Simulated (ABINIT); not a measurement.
Runs of ABINIT 10.8.3 (patched build) on GaSb. Symmetry: F-43m, No. 216, cubic system. Conventional cell: a = 6.118 Å, b = 6.118 Å, c = 6.118 Å, α = 90.00°, β = 90.00°, γ = 90.00°. Sb (site symmetry -43m) is surrounded by 4 Ga at 2.65 Å. Around Ga (site symmetry -43m) lie 4 Sb at 2.65 Å. 

```csv
task,level,potentials or basis,k mesh,cutoff (eV),fine-grid cutoff,mesh quality,gap on the mesh (eV),pressure (GPa)
band structure,BP86,JTH PAW PBE v2.0 sp,8 × 8 × 8,544,1088.46 eV,not flagged,none,2.7
band structure,LDA-VWN,JTH PAW LDA v2.0,8 × 8 × 8,463,925.187 eV,not flagged,none,-2.0
single point,PBEsol,JTH PAW PBE v2.0,3 × 3 × 3,463,925.187 eV,coarse,none,1.8
band structure,revPBE,JTH PAW PBE v2.0,8 × 8 × 8,463,925.187 eV,not flagged,(b),3.3
band structure,BLYP,JTH PAW PBE v2.0 sp,8 × 8 × 8,544,1088.46 eV,not flagged,none,(a)
```

Alike in all rows: no spin polarisation; cell as given; smearing fermi-dirac 0.05 eV.

Q: Fill in the values left out.

A: (a) 5.5; (b) 0.10.

Caveats: some runs use coarse meshes; the PAW data sets were made with another functional, which shifts forces and pressure a little (some runs); spin-orbit coupling is left out, which moves the levels of the heavy elements (some runs); this crystal is a semiconductor, whose small gap the functional closes, so the metal is an error of the method (some runs); this set keeps more shells in the core, which shifts pressures and gaps (some runs).

A k mesh can miss the band edges, and the runs leave out spin-orbit coupling on Ga, Sb.

A gap of «none» marks a metal or a gap under the smearing width.

The runs don't all hold the same shells in valence.

Runs at the PBE level aren't shown here.
